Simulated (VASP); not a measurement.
## Hf: relaxation of cell and atoms with PBEsol

Crystal: Hf.

```
CELL_PARAMETERS angstrom
3.19238 0.00000 0.00000
-1.59619 2.76469 0.00000
0.00000 0.00000 5.04504
ATOMIC_POSITIONS crystal
Hf 0.33333 0.66667 0.25000
Hf 0.66667 0.33333 0.75000
```

| Quantity | Value |
| --- | --- |
| Program | VASP 6.6.1 |
| Task | relaxation of cell and atoms |
| Functional | PBEsol |
| Potentials or basis | VASP PAW PBE potentials, release 64 (Hf_pv) |
| Cutoff | 600 eV |
| k mesh | 15 × 15 × 8 |
| Occupations | gaussian, width 0.1 eV |
| Spin | no spin polarisation |
| Further INCAR settings | ALGO = Normal; EDIFF = 1e-07; IBRION = 2; EDIFFG = -0.005; NSW = 90; ISIF = 3 |

```
Relaxed volume                         : 21.54 Å³/atom
Relaxed cell                           : a = 3.158 Å, b = 3.158 Å, c = 4.988 Å, α = 90.00°, β = 90.00°, γ = 120.00°
Space group after relaxing (to 0.05 Å) : P6_3/mmc (No. 194)
Energy gained by relaxing              : 8.4 meV/atom
Ionic steps                            : 6
Pressure after relaxing                : 0.0 GPa
Band gap on the k mesh                 : none (metal or under the smearing width)
```

Step by step:
| step | energy change (eV) | largest force (eV/Å) | pressure (GPa) | volume (Å³) |
| --- | --- | --- | --- | --- |
| 1 | 0.0000 | 0.0000 | -3.61 | 44.53 |
| 2 | 0.0089 | 0.0000 | 4.97 | 41.38 |
| 3 | -0.0167 | 0.0000 | -0.03 | 43.09 |
| 4 | -0.0167 | 0.0000 | 0.05 | 43.06 |
| 5 | -0.0167 | 0.0000 | -0.05 | 43.09 |
| 6 | -0.0167 | 0.0000 | 0.00 | 43.08 |

Final structure:
```xyz
2
Lattice="3.1579 0.0000 0.0000 -1.5789 2.7348 0.0000 0.0000 0.0000 4.9880" Properties=species:S:1:pos:R:3 pbc="T T T"
Hf    0.0000    1.8232    1.2470
Hf    1.5789    0.9116    3.7410
```

Levels at points of the mesh, in eV from the Fermi level:
```tsv
k point	band 7	band 8	band 9	band 10	band 11	band 12	band 13	band 14
(0.00, 0.00, 0.00)	-7.52	-3.84	0.82	1.17	1.17	1.48	2.03	2.03
(0.00, 0.00, 0.50)	-5.47	-5.47	0.14	0.14	1.05	1.05	1.05	1.05
```

It took 2.2 min on 1 thread of Intel(R) Xeon(R) 6975P-C (Granite Rapids) (shared host), peak memory 0.26 GiB.

Caveat: the PAW data sets were made with another functional, which shifts forces and pressure a little. The run has no spin-orbit coupling, so splittings on Hf are missing.
